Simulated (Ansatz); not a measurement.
# SiGe (P6_3mc), a vibration from a frozen displacement

These are results of DFT PBEsol, scalar-relativistic, plane waves, PAW in Ansatz, not measurements. Cutoff 420 eV, Γ-centred 12×12×6 k-points, Gaussian smearing of 0.03 eV. No spin polarisation. Energies are free energies at this smearing, counted from the undisturbed cell; pressure is positive in compression.

The starting cell (relaxed at this level; it needn't be the usual structure):

```xyz
4
Lattice="3.9006 0.0000 0.0000 -1.9503 3.3780 0.0000 0.0000 0.0000 6.4434" Properties=species:S:1:pos:R:3 pbc="T T T"
Si    1.9503    1.1260    5.6350
Si    0.0000    2.2520    2.4133
Ge    1.9503    1.1260    3.2246
Ge    0.0000    2.2520    0.0029
```

Every Ge atom is moved by x along the Cartesian unit vector (0.000, 0.000, 1.000); the cell and all other atoms stay fixed. The cell's volume is 84.90 Å³; the moved atoms weigh 145.260 u together and the others 56.170 u.

```
  x (Å)  ΔE (meV/cell) total force on the moved atoms along the move (eV/Å) pressure (GPa)
-0.3000         759.42                                                4.0362          2.0338
-0.2250         472.11                                                3.5534          1.3643
-0.1500         232.04                                                2.7776          0.7703
-0.0750          63.62                                                1.6316          0.2602
 0.0000           0.00                                                0.0018          0.0016
 0.0750          73.08                                               -2.0172          0.0718
 0.1500         311.27                                               -4.3770          0.6039
 0.2250         742.47                                               -7.1860          1.7499
 0.2625        1040.27                                               -8.6964          2.5870
 0.3000        1397.44                                              -10.4160          3.5254
```

Task: What frequency belongs to this motion?

Result: The force constant is k = −dF/dx = 24.325 eV/Å², from the parabola through x = -0.0750, 0 and 0.0750. In every cell the moved atoms swing against the rest, so the mass is μ = m₁m₂/(m₁ + m₂) = 40.507 u, and ν̃ = 521.5 cm⁻¹ × √(|k|/μ) = 404 cm⁻¹. To first order in x, and within 1 %, the force on every atom lies along the move and, within each of the two groups, in proportion to the atom's mass, so this is itself a mode at the zone centre of this cell, taken without macroscopic field (the transverse frequency in a polar insulator).

Task: How far does the harmonic law reach?

Result: At x = -0.300 Å, kx²/2 = 1094.64 meV against the computed 759.42 meV (-30.6 %): the well softens in this direction at large amplitude.

The gap closes along the scan, which can put kinks into the curve.

The 404 cm⁻¹ mode is a stiff, bond-stretching vibration of the two sublattices against each other, and it lies where the Si–Ge band of the alloys is known to appear. The well is strongly lopsided. Moving Ge towards +z shortens the Si–Ge bond along the axis head-on, so short-range repulsion rises steeply. Moving it the other way stretches that bond, while the three oblique bonds shorten only slightly as they flatten, and the restoring force reaches just 4.0362 eV/Å, against 10.4160 eV/Å in magnitude at the opposite end. The softening is thus one side of a mainly cubic anharmonicity, not a sign of instability: the force still grows to the end of the scan, and no second minimum appears. Because Si and Ge differ little in electronegativity, the bond is only weakly polar, and the longitudinal frequency probably lies close to the transverse one. The curve alone gives neither the thermal shift nor the linewidth, which also depend on coupling to other phonons.
